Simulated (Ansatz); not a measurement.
## TiAl3 in Ansatz: the effect of target pressure

Crystal: TiAl3.

```xyz
4
Lattice="-1.9111 1.9111 4.2807 1.9111 -1.9111 4.2807 1.9111 1.9111 -4.2807" Properties=species:S:1:pos:R:3 pbc="T T T"
Ti    0.0000    0.0000    0.0000
Al    1.9111    0.0000    2.1403
Al    0.0000    1.9111    2.1403
Al    0.0000    0.0000    4.2807
```

The cell comes from a database or a generator and needn't be the stable form of this composition.

Alike in all runs:

* Program: Ansatz 0.2.0
* Task: relaxation of cell and atoms
* Functional: PBEsol
* Potentials or basis: Ansatz PAW
* Cutoff: 420 eV (not typed: the program's choice for these potentials)
* k mesh: 10 × 10 × 10
* Occupations: fermi-dirac, width 0.05 eV
* Spin: no spin polarisation

Each run relaxes the cell or the atoms first.

| target pressure | relaxed volume (Å³/atom) |
| --- | --- |
| 0 GPa | 15.57 |
| 2 GPa | 15.30 |
| 5 GPa | ? |
| 10 GPa | 14.42 |
| 20 GPa | 13.58 |
| 30 GPa | 12.93 |

Problem. What does the run with target pressure 5 GPa give?

Solution. Relaxed volume 14.94 Å³/atom.

Worked out: In Murnaghan's law V^(-B') rises as a straight line in P. The other rows fit best with B' = 3.7, V0 = 15.57 Å³/atom and B0 = 112 GPa, which gives 14.94 Å³/atom at 5 GPa, against the run's 14.94.

Caveats: the plane-wave basis is chosen anew once the cell has moved, so the energies of steps on either side of that aren't comparable; the PAW data sets come from PBE, with cores solved anew for the run's functional, which leaves a small shift of forces and pressure; the volume moved by over 15 % at a fixed basis, so the end points are rough (some runs).
